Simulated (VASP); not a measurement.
# Mo (Im-3m) in VASP: elastic constants with r2SCAN

Aim: the elastic constants of Mo with r2SCAN.

Program: VASP 6.6.1. These are calculated values, not measurements. Logs are shortened: lines on timing, memory, paths and dates and some standing lists are left out, and cuts for length are marked.

## Step 1: The crystal as given

It takes space group Im-3m (No. 229, cubic). Conventional cell: a = 3.155 Å, b = 3.155 Å, c = 3.155 Å, α = 90.00°, β = 90.00°, γ = 90.00°. Around Mo (site symmetry m-3m) lie 8 Mo at 2.73 Å.

The cell was built by a generator and needn't be a form met in nature.

## Step 2: Elastic constants, r2SCAN

Contents of POSCAR:

```
Mo
1.0
   -1.5775314539      1.5775314539      1.5775314539
    1.5775314539     -1.5775314539      1.5775314539
    1.5775314539      1.5775314539     -1.5775314539
  Mo
     1
Direct
     0.0000000000000000    0.0000000000000000    0.0000000000000000
```

Contents of INCAR.step1:

```
SYSTEM = Mo
PREC     = Accurate       ! precision mode
ENCUT    = 600            ! plane-wave cutoff, eV
EDIFF    = 1E-8           ! SCF threshold, eV
ISMEAR   = 1              ! smearing method
SIGMA    = 0.2            ! smearing width, eV
LREAL    = .False.        ! projectors in reciprocal space
LASPH    = .True.         ! aspherical terms in the spheres
NELM     = 80             ! most SCF steps
ALGO     = Normal         ! electronic algorithm
ISIF     = 3              ! what is computed and relaxed
LWAVE    = .False.        ! write WAVECAR
LCHARG   = .False.        ! write CHGCAR
METAGGA  = R2SCAN         ! meta-GGA
LMIXTAU  = .True.       
KPAR     = 8            
IBRION   = 2              ! ionic algorithm
NSW      = 40             ! ionic steps
EDIFFG   = -0.002         ! ionic threshold
```

Contents of INCAR.step2:

```
SYSTEM = Mo
PREC     = Accurate       ! precision mode
ENCUT    = 600            ! plane-wave cutoff, eV
EDIFF    = 1E-8           ! SCF threshold, eV
ISMEAR   = 1              ! smearing method
SIGMA    = 0.2            ! smearing width, eV
LREAL    = .False.        ! projectors in reciprocal space
LASPH    = .True.         ! aspherical terms in the spheres
NELM     = 80             ! most SCF steps
ALGO     = Normal         ! electronic algorithm
ISIF     = 3              ! what is computed and relaxed
LWAVE    = .False.        ! write WAVECAR
LCHARG   = .False.        ! write CHGCAR
METAGGA  = R2SCAN         ! meta-GGA
LMIXTAU  = .True.       
KPAR     = 8            
IBRION   = 6              ! ionic algorithm
NFREE    = 2            
POTIM    = 0.015          ! step
NSW      = 1              ! ionic steps
```

Contents of KPOINTS:

```
regular mesh
0
Gamma
  24 24 24
  0 0 0
```

Potentials or basis: VASP PAW PBE potentials, release 64 (Mo_sv).

Launch:

```sh
> cat potpaw_PBE.64/Mo_sv/POTCAR > POTCAR
> cp INCAR.step1 INCAR
> mpirun -np 8 vasp_std > vasp.out
> cp CONTCAR POSCAR
> cp INCAR.step2 INCAR
> mpirun -np 8 vasp_std > vasp.out
```

OUTCAR:

```text
SYSTEM = Mo
   PREC = Accurate
   ENCUT = 600
   EDIFF = 1E-8
   ISMEAR = 1
   LREAL = .False.
   LASPH = .True.
   NELM = 80
   ISIF = 3
   METAGGA = R2SCAN
   IBRION = 6
   NFREE = 2
   POTIM = 0.015
   NSW = 1

 ion  position               nearest neighbor table
   1  0.000  0.000  0.000-

  LATTYP: Found a body centered cubic cell.
 ALAT       =     3.1550629078

  Lattice vectors:

 A1 = (  -1.5775314539,   1.5775314539,   1.5775314539)
 A2 = (   1.5775314539,  -1.5775314539,   1.5775314539)
 A3 = (   1.5775314539,   1.5775314539,  -1.5775314539)

Analysis of symmetry for initial positions (statically):
=====================================================================
 Subroutine PRICEL returns:
 Original cell was already a primitive cell.

 Routine SETGRP: Setting up the symmetry group for a
 body centered cubic supercell.

 Subroutine GETGRP returns: Found 48 space group operations
 (whereof 48 operations were pure point group operations)
 out of a pool of 48 trial point group operations.

The static configuration has the point symmetry O_h .

Analysis of symmetry for dynamics (positions and initial velocities):
=====================================================================
 Subroutine PRICEL returns:
 Original cell was already a primitive cell.

 Routine SETGRP: Setting up the symmetry group for a
 body centered cubic supercell.

 Subroutine GETGRP returns: Found 48 space group operations
 (whereof 48 operations were pure point group operations)
 out of a pool of 48 trial point group operations.

The dynamic configuration has the point symmetry O_h .

 Subroutine INISYM returns: Found 48 space group operations
 (whereof 48 operations are pure point group operations),
 and found     1 'primitive' translations

----------------------------------------------------------------------------------------

                                     Primitive cell

  volume of cell :      15.7034

  direct lattice vectors                    reciprocal lattice vectors
    -1.577531454  1.577531454  1.577531454     0.000000000  0.316950891  0.316950891
     1.577531454 -1.577531454  1.577531454     0.316950891  0.000000000  0.316950891
     1.577531454  1.577531454 -1.577531454     0.316950891  0.316950891  0.000000000

  length of vectors
     2.732364629  2.732364629  2.732364629     0.448236249  0.448236249  0.448236249

  position of ions in fractional coordinates (direct lattice)
     0.000000000  0.000000000  0.000000000

  ion indices of the primitive-cell ions
   primitive index   ion index
                 1           1

----------------------------------------------------------------------------------------

 KPOINTS: regular mesh

Automatic generation of k-mesh.
 Grid dimensions read from file:
 generate k-points for:   24   24   24

 Generating k-lattice:

  Cartesian coordinates                     Fractional coordinates (reciprocal lattice)
     0.000000000  0.013206287  0.013206287     0.041666667  0.000000000  0.000000000
     0.013206287  0.000000000  0.013206287     0.000000000  0.041666667  0.000000000
     0.013206287  0.013206287  0.000000000     0.000000000  0.000000000  0.041666667

  Length of vectors
[... 101 lines left out ...]
  ext. energy  EPLUGINS =         0.00000000
  ---------------------------------------------------
  free energy    TOTEN  =       -26.07577934 eV

  energy without entropy =      -26.07528223  energy(sigma->0) =      -26.07561364

------------------------ aborting loop because EDIFF is reached ----------------------------------------

  FORCE on cell =-STRESS in cart. coord.  units (eV):
  Direction    XX          YY          ZZ          XY          YZ          ZX
  --------------------------------------------------------------------------------------
  -------------------------------------------------------------------------------------
  Total        0.0004386      0.0004386      0.0004386      0.0000000      0.0000000      0.0000000
  in kB        0.0447526      0.0447526      0.0447526      0.0000000      0.0000000      0.0000000
  external PRESSURE =       0.0447526 kB  Pullay stress =       0.0000000 kB
[... 86 lines left out ...]
  FREE ENERGIE OF THE ION-ELECTRON SYSTEM (eV)
  ---------------------------------------------------
  free  energy   TOTEN  =       -26.0702802488 eV

  energy  without entropy=      -26.0698421266  energy(sigma->0) =      -26.07013421

[... ionic steps 4 to 12 ...]

--------------------------------------- Ionic step       13  -------------------------------------------

 number of electron      14.0000002 magnetization

------------------------ aborting loop because EDIFF is reached ----------------------------------------
[... 65 lines left out ...]
--------------------------------------- Ionic step       15  -------------------------------------------

 number of electron      14.0000001 magnetization

 Free energy of the ion-electron system (eV)
  ---------------------------------------------------
  ext. energy  EPLUGINS =         0.00000000
  ---------------------------------------------------
  free energy    TOTEN  =       -26.07577793 eV

  energy without entropy =      -26.07528082  energy(sigma->0) =      -26.07561223

 E-fermi :  12.5341     XC(G=0): -14.6091

 val. band max:       12.5302683847   @ k =  -0.2083   0.2917   0.0833
 cond. band min:      12.5355215036   @ k =   0.1250   0.0833   0.0000
 fundamental gap:      0.0052531189
 Fermi energy:        12.5340633028

 k-point     1 :       0.0000    0.0000    0.0000
  band No.  band energies     occupation
      1     -50.7526      2.00000
      2     -23.2352      2.00000
      3     -23.2352      2.00000
      4     -23.2352      2.00000
      5       4.8265      2.00000
      6      11.0593      2.00000
      7      11.0593      2.00000
      8      11.0593      2.00000
      9      14.3767     -0.00000
     10      14.3767     -0.00000
     11      27.9649      0.00000
[... 309 lines left out ...]
 k-point    24 :       0.4583    0.0417    0.0000
  band No.  band energies     occupation
      1     -50.4647      2.00000
      2     -24.7061      2.00000
      3     -23.7106      2.00000
      4     -23.2580      2.00000
      5       6.9696      2.00000
      6       8.9369      2.00000
      7      13.6562     -0.00000
      8      14.3380     -0.00000
      9      15.2269     -0.00000
     10      17.4706      0.00000
     11      24.6491      0.00000

 [... further k-points ...]

------------------------ aborting loop because EDIFF is reached ----------------------------------------

  FORCE on cell =-STRESS in cart. coord.  units (eV):
  Direction    XX          YY          ZZ          XY          YZ          ZX
  --------------------------------------------------------------------------------------
  -------------------------------------------------------------------------------------
  Total        0.0004163      0.0004163      0.0004163      0.0000000      0.0000000      0.0000000
  in kB        0.0424726      0.0424726      0.0424726      0.0000000      0.0000000      0.0000000
  external PRESSURE =       0.0424726 kB  Pullay stress =       0.0000000 kB
[... 16 lines left out ...]
  FREE ENERGIE OF THE ION-ELECTRON SYSTEM (eV)
  ---------------------------------------------------
  free  energy   TOTEN  =       -26.0757779309 eV

  energy  without entropy=      -26.0752808172  energy(sigma->0) =      -26.07561223

 INTERNAL STRAIN TENSORS FROM STRAINED CELLS
 ============================================

 INTERNAL STRAIN TENSOR FOR ION    1 for displacements in x,y,z  (eV/Angst):
          X           Y           Z          XY          YZ          ZX
  --------------------------------------------------------------------------------
  x     0.00000    -0.00000    -0.00000    -0.00000     0.00000     0.00000
  y    -0.00000    -0.00000     0.00000     0.00000    -0.00000     0.00000
  z    -0.00000     0.00000    -0.00000    -0.00000    -0.00000    -0.00000

 INTERNAL STRAIN TENSORS FROM DISPLACED ATOMS
 ============================================

 INTERNAL STRAIN TENSOR FOR ION    1 for displacements in x,y,z  (eV/Angst):
          X           Y           Z          XY          YZ          ZX
  --------------------------------------------------------------------------------
  x     0.00000     0.00000     0.00000     0.00000     0.00000     0.00000
  y     0.00000     0.00000     0.00000     0.00000     0.00000     0.00000
  z     0.00000     0.00000     0.00000     0.00000     0.00000     0.00000

 Eigenvectors and eigenvalues of the dynamical matrix
 ----------------------------------------------------

   1 f/i=    0.000000 THz     0.000000 2PiTHz    0.000000 cm-1     0.000000 meV
             X         Y         Z           dx          dy          dz
      0.000000  0.000000  0.000000     0.595847   -0.803098    0.000000

   2 f/i=    0.000000 THz     0.000000 2PiTHz    0.000000 cm-1     0.000000 meV
             X         Y         Z           dx          dy          dz
      0.000000  0.000000  0.000000    -0.803098   -0.595847    0.000000

   3 f/i=    0.000000 THz     0.000000 2PiTHz    0.000000 cm-1     0.000000 meV
             X         Y         Z           dx          dy          dz
      0.000000  0.000000  0.000000     0.000000    0.000000    1.000000

--------------------------------------------------------------------------------------------------------

 ELASTIC MODULI CONTR FROM IONIC RELAXATION (kBar)
 Direction    XX          YY          ZZ          XY          YZ          ZX
 --------------------------------------------------------------------------------
 XX           0.0000      0.0000      0.0000      0.0000      0.0000      0.0000
 YY           0.0000      0.0000      0.0000      0.0000      0.0000      0.0000
 ZZ           0.0000      0.0000      0.0000      0.0000      0.0000      0.0000
 XY           0.0000      0.0000      0.0000      0.0000      0.0000      0.0000
 YZ           0.0000      0.0000      0.0000      0.0000      0.0000      0.0000
 ZX           0.0000      0.0000      0.0000      0.0000      0.0000      0.0000
 --------------------------------------------------------------------------------

 TOTAL ELASTIC MODULI (kBar)
 Direction    XX          YY          ZZ          XY          YZ          ZX
 --------------------------------------------------------------------------------
 XX        4842.2456   1658.4688   1658.4688      0.0000      0.0000     -0.0000
 YY        1658.4688   4842.2456   1658.4688      0.0000      0.0000     -0.0000
 ZZ        1658.4688   1658.4688   4842.2456      0.0000      0.0000      0.0000
 XY           0.0000      0.0000      0.0000    951.6913      0.0000      0.0000
 YZ           0.0000      0.0000      0.0000      0.0000    951.6913      0.0000
 ZX          -0.0000     -0.0000      0.0000      0.0000      0.0000    951.6913
 --------------------------------------------------------------------------------
```

Wall time 34 min (8 MPI ranks of Intel Xeon Platinum 8259CL at 2.50GHz (Skylake/Cascade Lake), shared host); peak memory 1.3 GiB.

What came out:

- Elastic constants C11, C12, C44: 484, 166, 95 GPa
- Voigt bulk modulus: 272 GPa

Elastic tensor in Voigt notation (GPa, in the Cartesian axes of the cell as first typed):
```
484 166 166   0   0   0
166 484 166   0   0   0
166 166 484   0   0   0
  0   0   0  95   0   0
  0   0   0   0  95   0
  0   0   0   0   0  95
```

Clamped-ion elastic tensor (GPa):
```
484 166 166   0   0   0
166 484 166   0   0   0
166 166 484   0   0   0
  0   0   0  95   0   0
  0   0   0   0  95   0
  0   0   0   0   0  95
```

Caveat: the PAW data sets were made with another functional, which shifts forces and pressure a little.
